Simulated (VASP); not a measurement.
# Ga: electric field gradients, 5 variants

Ga, Cmce (no. 64), 4 atoms in the cell. PBE, electric field gradients; PAW potentials Ga_d (PBE set).

| Cell | Vzz of the first element (V/Å²) | Time (s) |
|---|---|---|
| as given | -44.66 | 16 |
| last atom moved along z (Å) = 0.01 | -44.36 | 25 |
| last atom moved along z (Å) = 0.02 | -44.07 | 25 |
| last atom moved along z (Å) = 0.05 | -43.24 | 25 |
| last atom moved along z (Å) = 0.1 | -41.94 | 25 |

Limits: rows 2, 3, 4, 5: the Ga sites differ; a column by element shows the first atom in the POSCAR.

## Input of the first row

INCAR:
```
  ALGO = Normal
  EDIFF = 1E-7
  ENCUT = 450
  GGA = PE
  ISMEAR = 1
  KPAR = 4
  LASPH = True
  LCHARG = False
  LEFG = True
  LREAL = False
  LWAVE = False
  NELM = 120
  PREC = Accurate
  QUAD_EFG = 171
  SIGMA = 0.1
```

KPOINTS:
```
k-points
0
Gamma
  9 9 7
```

POSCAR:
```
Ga
1.0
    2.2615000000     -3.8305000000      0.0000000000
    2.2615000000      3.8305000000      0.0000000000
    0.0000000000      0.0000000000      4.5240000000
Ga
4
Direct
    0.3451000000      0.6549000000      0.4190000000
    0.1549000000      0.8451000000      0.9190000000
    0.6549000000      0.3451000000      0.5810000000
    0.8451000000      0.1549000000      0.0810000000
```

Commands:
```
cat potpaw_PBE.64/Ga_d/POTCAR > POTCAR
mpirun -np 4 vasp_std > vasp.out
```

VASP 6.6.1 took 16 s on 4 cores (Intel Xeon 6975P-C (Granite Rapids)), a shared host.
